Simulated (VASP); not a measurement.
Runs of VASP 6.6.1 on CdSe. It takes space group P6_3mc (No. 186, hexagonal). The conventional cell has a = 4.346 Å, b = 4.346 Å, c = 7.090 Å, α = 90.00°, β = 90.00°, γ = 120.00°. Cd (site symmetry 3m) has 4 Se at 2.66 to 2.67 Å as nearest neighbours. Around Se (site symmetry 3m) lie 4 Cd at 2.66 to 2.67 Å. The cell is a database's computed one.

```csv
task,level,potentials or basis,cell,k mesh,cutoff (eV),mesh quality,gap on the mesh (eV),pressure (GPa),relaxed volume (Å³/atom)
relaxation of cell and atoms,PBE,"VASP PAW PBE potentials, release 64 (Cd, Se)",relaxed,9 × 9 × 6,600,not flagged,0.53,0.0,(c)
relaxation of cell and atoms,PBEsol,"VASP PAW PBE potentials, release 64 (Cd, Se)",relaxed,3 × 3 × 2,600,coarse,0.51,0.0,(b)
single point,PBEsol,"VASP PAW PBE potentials, release 64 (Cd, Se)",as given,9 × 9 × 6,520,not flagged,0.48,-1.2,-
relaxation of cell and atoms,LDA,"VASP PAW LDA potentials, release 64 (Cd, Se)",relaxed,9 × 9 × 6,600,not flagged,0.48,0.0,27.32
relaxation of cell and atoms,RPBE,"VASP PAW PBE potentials, release 64 (Cd, Se)",relaxed,9 × 9 × 6,600,not flagged,0.61,0.0,(a)
```

Alike in all rows: no spin polarisation; smearing gaussian 0.02 eV.

Q: Fill in the values left out.

A: (a) 31.18; (b) 28.50; (c) 29.89.

Caveats: some runs use coarse meshes; an odd mesh through Γ misses points on the zone boundary, where band edges often lie; the PAW data sets were made with another functional, which shifts forces and pressure a little (some runs).

A k mesh can miss the band edges, and the runs leave out spin-orbit coupling on Cd, Se.

Not every run made on this cell is shown here.
